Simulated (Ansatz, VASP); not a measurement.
One calculation of K3HO, two programs

File INCAR:

```
PREC = Accurate
ENCUT = 520
EDIFF = 1E-7
ISMEAR = 0
SIGMA = 0.02
LREAL = False
LASPH = True
NELM = 100
ALGO = Normal
ISIF = 2
LWAVE = False
LCHARG = False
GGA = PE
NBANDS = 25
```

File KPOINTS:

```
Automatic mesh
0
Gamma
  6 6 6
```

Contents of POSCAR:

```
K3HO
1.0
    5.0675000000      0.0000000000      0.0000000000
    0.0000000000      5.0675000000      0.0000000000
    0.0000000000      0.0000000000      5.0675000000
H O K
1 1 3
Direct
    0.0000000000      0.0000000000      0.0000000000
    0.5000000000      0.5000000000      0.5000000000
    0.5000000000      0.5000000000      0.0000000000
    0.5000000000      0.0000000000      0.5000000000
    0.0000000000      0.5000000000      0.5000000000
```

Input for Ansatz:

```yaml
crystal:
  lattice:
    - [5.0675, 0.0, 0.0]
    - [0.0, 5.0675, 0.0]
    - [0.0, 0.0, 5.0675]
  atoms:
    - { symbol: H, position: [0.0, 0.0, 0.0] }
    - { symbol: O, position: [0.5, 0.5, 0.5] }
    - { symbol: K, position: [0.5, 0.5, 0.0] }
    - { symbol: K, position: [0.5, 0.0, 0.5] }
    - { symbol: K, position: [0.0, 0.5, 0.5] }
basis:
  ecutwfc: 420
kpoints:
  mp_grid: { grid: [6, 6, 6] }
hamiltonian:
  xc: pbe
scf:
  occupations: { method: gaussian, width: 0.02 }
output:
  forces: true
  stress: true
  eigenvalues: true
```

Alike in both runs: task single point; functional PBE; k mesh 6 × 6 × 6; occupations gaussian, width 0.02 eV; no spin polarisation.

|  | VASP | Ansatz |
| --- | --- | --- |
| version | VASP 6.6.1 | Ansatz 0.2.0 |
| potentials or method | VASP PAW PBE potentials, release 64 (H, O, K_sv) | scalar-relativistic, plane waves, PAW |
| plane-wave cutoff (eV) | 520 | 420 |
| valence electrons in the cell | 34 | 34 |

VASP gave:

```
gap on the k mesh at the Fermi level (eV) : 1.64
least direct gap on the mesh (eV)         : 1.75
pressure (GPa)                            : 1.8
```

Problem. What did Ansatz give for the same quantities?

Solution. gap on the k mesh at the Fermi level (eV): 1.65; least direct gap on the mesh (eV): 1.76; pressure (GPa): 1.7.

With one functional, cell and mesh, what is left measures potentials, basis and numerics.

A k mesh can miss the band edges.
